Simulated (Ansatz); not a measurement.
# LiH3O2: what each run costs

Cell: 12 atoms, space group C2/m, a = 5.535 Å, b = 5.535 Å, c = 3.190 Å, α = 103.35°, β = 103.35°, γ = 96.52°.

All runs are DFT with Ansatz 0.2.0 on 1 thread of Arm Neoverse V1 (aarch64; 8 cores open to the job, memory cap 2.5 GiB, no GPU), a shared host.

(1) Rank the runs by wall time, shortest first.
A. relaxation of the ions, PBE, 420 eV, 4×4×7 k-points, smearing 0.02 eV
B. single point at relaxed positions, r2SCAN, 500 eV, 4×4×7 k-points, smearing 0.02 eV
C. single point, PBE, 420 eV, 4×4×7 k-points, smearing 0.02 eV

## Answers

(1) C (8.2 s, 0.39 GiB), B (21 s, 0.59 GiB), A (41 s, 0.4 GiB).
